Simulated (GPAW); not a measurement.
**SnTe: single point with PBE**

Crystal: SnTe.

```
CELL_PARAMETERS angstrom
0.00000 3.61115 3.61115
3.61115 0.00000 3.61115
3.61115 3.61115 0.00000
ATOMIC_POSITIONS crystal
Te 0.25000 0.25000 0.25000
Sn 0.00000 0.00000 0.00000
```

Measurements of this composition are mostly on another form, of space group No. 225.

```json
{
  "Program": "GPAW 26.7.0",
  "Task": "single point",
  "Functional": "PBE",
  "Potentials or basis": "GPAW PAW data sets (gpaw-data 1.2.1)",
  "Cutoff": "450 eV",
  "Basis": "pw",
  "k mesh": "5 × 5 × 5",
  "Occupations": "fermi-dirac, width 0.05 eV",
  "Spin": "no spin polarisation"
}
```

```yaml
Pressure: -0.7 GPa
Band_gap_on_the_k_mesh: 0.41 eV, indirect (least direct gap 0.85 eV)
```

Levels at points of the mesh, in eV from the valence-band top:
```csv
k point,band 7,band 8,band 9,band 10,band 11,band 12,band 13,band 14
"(0.00, 0.00, 0.00)",-4.92,-1.69,-1.69,-1.69,1.25,1.25,1.25,4.38
```

It took 9.7 s on 1 thread of Intel(R) Xeon(R) Processor @ 2.70GHz (shared host), peak memory 0.15 GiB.

Caveat: the cutoff is short for stress and forces, so pressures can be off by a GPa or more; spin-orbit coupling is left out, which moves the levels of the heavy elements; an odd mesh through Γ misses points on the zone boundary, where band edges often lie.
